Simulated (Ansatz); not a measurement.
Method: DFT PBE, scalar-relativistic, plane waves, PAW in Ansatz 0.2.0. Settings: cutoff 420 eV, Γ-centred meshes spaced at most about 0.3 Å⁻¹, and about 0.25 Å⁻¹ or finer for metals (2π included), Gaussian smearing. No spin polarisation.

Temperature and zero-point effects are left out.

Two relaxed structures of Zr2Si3:

A.

Space group P-4m2 (No. 115). a = 3.732 Å, b = 3.732 Å, c = 6.579 Å, α = 90.00°, β = 90.00°, γ = 90.00°
```tsv
atom	site	symmetry	x	y	z
Zr	2g	2mm.	0.5000	0.0000	0.3474
Si	2g	2mm.	0.0000	0.5000	0.2316
Si	1b	-4m2	0.5000	0.5000	0.0000
```

B.

Space group P-3m1 (No. 164). a = 3.746 Å, b = 3.746 Å, c = 7.742 Å, α = 90.00°, β = 90.00°, γ = 120.00°
```csv
atom,site,symmetry,x,y,z
Zr,2d,3m.,0.3333,0.6667,0.1966
Si,1a,-3m.,0.0000,0.0000,0.0000
Si,2d,3m.,0.3333,0.6667,0.5704
```

Task: Which would you expect to be lower, and how large is the difference?

Result: B is lower, by 169 meV/atom. A has space group P-4m2 (No. 115), 18.3 Å³/atom and no gap on its mesh; B has space group P-3m1 (No. 164), 18.8 Å³/atom and no gap. Counting Si atoms around Zr (those within 1.25 times the shortest such distance or 1.15 times the sum of covalent radii, 1.27 where that leaves under three), A and B both have Zr 7. A and B both hold Si–Si nets. Both come from invented guesses.

Cells relaxed within their symmetry can be saddle points.
